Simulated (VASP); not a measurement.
```yaml
crystal:
  lattice:
    - [1.76906, -3.06410, 0.00000]
    - [1.76906, 3.06410, 0.00000]
    - [0.00000, 0.00000, 5.71188]
  atoms:
    - { symbol: In, position: [0.66667, 0.33333, 0.49989] }
    - { symbol: In, position: [0.33333, 0.66667, 0.99989] }
    - { symbol: N, position: [0.66667, 0.33333, 0.87911] }
    - { symbol: N, position: [0.33333, 0.66667, 0.37911] }
```

Calculation: PBEsol GGA, VASP's PBE PAW potentials (set 64) (plane waves; VASP). Numerical set-up: 520 eV cut-off, Gaussian smearing of 0.050 eV, potentials In_d N.

Problem. Give the energies of bands 13 to 20 at the high-symmetry points, in eV from the Fermi level.

Solution. 
| band | Γ | M | K | A | L | H |
|---|---|---|---|---|---|---|
| 13 | -5.84 | -5.44 | -4.65 | -3.41 | -5.50 | -5.19 |
| 14 | -0.89 | -4.54 | -4.65 | -3.41 | -5.50 | -5.19 |
| 15 | -0.89 | -3.44 | -4.33 | -0.45 | -1.66 | -3.37 |
| 16 | -0.29 | -2.36 | -2.39 | -0.45 | -1.66 | -3.37 |
| 17 | -0.02 | -1.73 | -2.39 | -0.45 | -1.57 | -1.26 |
| 18 | 0.00 | -0.89 | -2.16 | -0.45 | -1.57 | -1.26 |
| 19 | 0.00 | 3.78 | 4.81 | 2.30 | 3.34 | 5.15 |
| 20 | 2.71 | 4.37 | 5.72 | 2.30 | 3.34 | 5.15 |

It has no gap at this level: it comes out as a metal or semimetal.

The compound is InN in the wurtzite structure. It was relaxed first.
